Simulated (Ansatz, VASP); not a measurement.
# C in VASP and in Ansatz

```xyz
1
Lattice="-1.1826 1.1826 1.1826 1.1826 -1.1826 1.1826 1.1826 1.1826 -1.1826" Properties=species:S:1:pos:R:3 pbc="T T T"
C     0.0000    0.0000    0.0000
```

The cell was built by a generator and needn't be a form met in nature.

Alike in both runs: task relaxation of cell and atoms; functional RPBE; k mesh 18 × 18 × 18; occupations fermi-dirac, width 0.1 eV; no spin polarisation.

|  | VASP | Ansatz |
| --- | --- | --- |
| version | VASP 6.6.1 | Ansatz 0.2.0 |
| potentials or method | VASP PAW PBE potentials, release 64 (C) | plane waves (420 eV) with PAW, scalar-relativistic |
| plane-wave cutoff (eV) | 600 | 420 |
| valence electrons in the cell | 4 | 4 |

|  | VASP | Ansatz | Ansatz less VASP |
| --- | --- | --- | --- |
| relaxed volume (Å³/atom) | 6.82 | 6.83 | +0.007 |
| relaxed cell length with the largest relative difference (Å) | 2.069 | 2.070 | +0.0007 |
| energy change over the relaxation (meV/atom) | -4 | -4 | -0.3 |

Caveats: the PAW data sets were made with another functional, which shifts forces and pressure a little (VASP).
